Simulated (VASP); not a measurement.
A VASP 6.6.1 relaxation on BeS

INCAR

```
ENCUT = 600
EDIFF = 1E-7
NBANDS = 11
ISMEAR = -1
PSTRESS = 20
PREC = Accurate
GGA = PS
ISIF = 3
IBRION = 2
NELECT = 8.1
LASPH = .TRUE.
LWAVE = .FALSE.
LREAL = .FALSE.
EDIFFG = -5E-3
NSW = 40
SIGMA = 0.02
NELM = 100
LCHARG = .FALSE.
```

KPOINTS

```
KPOINTS created by Atomic Simulation Environment
0
Gamma
8 8 8
0 0 0
```

POSCAR

```
Be S
 1.0000000000000000
     0.0000000000000000    2.4380109254056528    2.4380109254056528
     2.4380109254056528    0.0000000000000000    2.4380109254056528
     2.4380109254056528    2.4380109254056528    0.0000000000000000
 Be  S
   1   1
Cartesian
  0.0000000000000000  0.0000000000000000  0.0000000000000000
  1.2190054627028266  1.2190054627028266  1.2190054627028266
```

The recommended PBE PAW datasets give the neutral cell 8 valence electrons.

Command

```
mpirun -np 1 vasp_std
```

OSZICAR

```
N       E                     dE             d eps       ncg     rms          rms(c)
DAV:   1     0.231695836778E+02    0.23170E+02   -0.42111E+03   638   0.706E+02
DAV:   2    -0.870547295934E+01   -0.31875E+02   -0.31016E+02   875   0.124E+02
DAV:   3    -0.100100323880E+02   -0.13046E+01   -0.13021E+01   824   0.251E+01
DAV:   4    -0.100186567333E+02   -0.86243E-02   -0.86229E-02   820   0.232E+00
DAV:   5    -0.100187268311E+02   -0.70098E-04   -0.70097E-04   820   0.198E-01    0.573E+00
DAV:   6    -0.986605255263E+01    0.15267E+00   -0.13723E-01   733   0.168E+00    0.377E+00
DAV:   7    -0.982000195555E+01    0.46051E-01   -0.95259E-02   799   0.155E+00    0.848E-01
DAV:   8    -0.982025468802E+01   -0.25273E-03   -0.41456E-03   827   0.367E-01    0.147E-01
DAV:   9    -0.982025103551E+01    0.36525E-05   -0.52235E-04   763   0.129E-01    0.365E-02
DAV:  10    -0.982024933670E+01    0.16988E-05   -0.98190E-05   766   0.451E-02    0.110E-02
...
DAV:   4    -0.982429584144E+01    0.10477E-04   -0.20534E-05   749   0.298E-02    0.596E-02
DAV:   5    -0.982428320262E+01    0.12639E-04   -0.12907E-05   745   0.186E-02    0.101E-02
DAV:   6    -0.982428324645E+01   -0.43824E-07   -0.29331E-07   756   0.410E-03
   2 F= -.94589455E+01 E0= -.94583662E+01  d E =-.485526E-03
       N       E                     dE             d eps       ncg     rms          rms(c)
DAV:   1    -0.982368261866E+01    0.60058E-03   -0.20910E-03   671   0.241E-01    0.791E-02
DAV:   2    -0.982358076752E+01    0.10185E-03   -0.24547E-04   776   0.740E-02    0.281E-02
DAV:   3    -0.982356981339E+01    0.10954E-04   -0.60017E-05   732   0.368E-02    0.171E-02
DAV:   4    -0.982356984915E+01   -0.35757E-07   -0.87917E-07   746   0.623E-03
   3 F= -.94589798E+01 E0= -.94584005E+01  d E =-.519847E-03
```

Standard output (part)

```
POSCAR found type information on POSCAR BeS
 POSCAR found :  2 types and       2 ions
 LDA part: xc-table for (Slater+PW92), standard interpolation
 POSCAR, INCAR and KPOINTS ok, starting setup
 WAVECAR not read
 entering main loop
 the old and the new charge density differ
    0.573E+00
 curvature:   0.00 expect dE= 0.000E+00 dE for cont linesearch  0.000E+00
 search vector abs. value=  0.132E-02
 bond charge predicted
 trial-energy change:   -0.000486  1 .order   -0.000483   -0.001320    0.000355
 bond charge predicted
 curvature:  -0.39 expect dE=-0.147E-08 dE for cont linesearch -0.147E-08
 search vector abs. value=  0.383E-08
 reached required accuracy - stopping structural energy minimisation
```

From OUTCAR

```
k-points           NKPTS =     29   k-points in BZ     NKDIM =     29   number of bands    NBANDS=     11

   NELECT =       8.1000    total number of electrons

   dimension x,y,z NGX =    28 NGY =   28 NGZ =   28
   dimension x,y,z NGXF=    56 NGYF=   56 NGZF=   56

  energy-cutoff  :      600.00
  volume of cell :       29.21
      direct lattice vectors                 reciprocal lattice vectors
     0.000000000  2.444284717  2.444284717    -0.204558821  0.204558821  0.204558821
     2.444284717 -0.000000000  2.444284717     0.204558821 -0.204558821  0.204558821
     2.444284717  2.444284717 -0.000000000     0.204558821  0.204558821 -0.204558821

 k-points in reciprocal lattice and weights: KPOINTS created by Atomic Simulation Env
   0.00000000  0.00000000  0.00000000       0.002
   0.12500000  0.00000000  0.00000000       0.016
   0.25000000  0.00000000  0.00000000       0.016
   0.37500000  0.00000000  0.00000000       0.016
   0.50000000  0.00000000  0.00000000       0.008
   0.12500000  0.12500000  0.00000000       0.012
   0.25000000  0.12500000  0.00000000       0.047
   0.37500000  0.12500000  0.00000000       0.047
   ...

 E-fermi :   7.4353

 k-point     1 :       0.0000    0.0000    0.0000
  band No.  band energies     occupation
      1      -9.7176      2.00000
      2       3.8494      2.00000
      3       3.8494      2.00000
      4       3.8494      2.00000
      5       9.3131      0.00000
      6       9.4634      0.00000
      7       9.4634      0.00000
      8       9.4634      0.00000
      9      16.5903      0.00000
     10      16.5903      0.00000
     11      18.3062      0.00000

 k-point     2 :       0.1250    0.0000    0.0000
  band No.  band energies     occupation
      1      -9.5438      2.00000
      2       2.6477      2.00000
      3       3.6549      2.00000
      4       3.6549      2.00000
      5       9.2585      0.00000
      6       9.8115      0.00000
      7       9.8115      0.00000
      8      10.7240      0.00000
      9      15.8657      0.00000
     10      15.8657      0.00000
     11      18.1687      0.00000

 k-point     3 :       0.2500    0.0000    0.0000
  band No.  band energies     occupation
      1      -9.0653      2.00000
      2       0.5650      2.00000
      3       3.2663      2.00000
      4       3.2663      2.00000
      5       9.2048      0.00000
      6      10.3412      0.00000
      7      10.3412      0.00000
      8      12.7894      0.00000
      9      15.6088      0.00000
     10      15.6088      0.00000
     11      17.7124      0.00000

 k-point     4 :       0.3750    0.0000    0.0000
  band No.  band energies     occupation
      1      -8.4587      2.00000
      2      -1.1684      2.00000
      3       2.9527      2.00000
      4       2.9527      2.00000
      5       9.1476      0.00000
      6      10.4001      0.00000
      7      10.4001      0.00000
      8      14.2456      0.00000
      9      16.9463      0.00000
     10      16.9463      0.00000
     11      17.8788      0.00000

 k-point     5 :       0.5000    0.0000    0.0000
  band No.  band energies     occupation
      1      -8.1436      2.00000
      2      -1.8773      2.00000
      3       2.8382      2.00000
      4       2.8382      2.00000
      5       9.1224      0.00000
      6      10.3237      0.00000
      7      10.3237      0.00000
      8      14.6455      0.00000
      9      18.6306      0.00000
     10      18.6534      0.00000
     11      18.6534      0.00000

 ...

  Total        0.3643629      0.3643629      0.3643629     -0.0000000     -0.0000000      0.0000000
  in kB       19.9875427     19.9875427     19.9875427     -0.0000000     -0.0000000      0.0000000
  external PRESSURE =      -0.0124573 kB  Pullay stress =      20.0000000 kB

 POSITION                                       TOTAL-FORCE (eV/Angst)
 -----------------------------------------------------------------------------------
      0.00000      0.00000      0.00000         0.000000      0.000000      0.000000
      1.22214      1.22214      1.22214        -0.000000     -0.000000     -0.000000
 -----------------------------------------------------------------------------------
    total drift:                               -0.000000     -0.000000     -0.000000

  FREE ENERGIE OF THE ION-ELECTRON SYSTEM (eV)
  ---------------------------------------------------
  free  energy   TOTEN  =        -9.8235698491 eV

  energy  without entropy=       -9.8224113034  energy(sigma->0) =       -9.82299058
```

```
ionic step  ΔH (meV/atom)  volume (Å³)  largest force (eV/Å)  pressure (GPa)  electronic steps
         1            0.0        28.98                 0.000            2.75                13
         2           -0.2        29.27                 0.000            1.80                 6
         3           -0.3        29.21                 0.000            2.00                 4
```

It converged. Results: relaxed cell vector lengths 3.457, 3.457, 3.457 Å; relaxed cell volume 29.21 Å³.

The cell is charged and sits in a uniform background.

For comparison, a separate PBEsol relaxation on usual settings, not on those above, ends at 28.36 Å³.

The run above took about 8.9 s on one core of a shared host (Intel Xeon 6975P-C) and held 0.15 GiB at most.
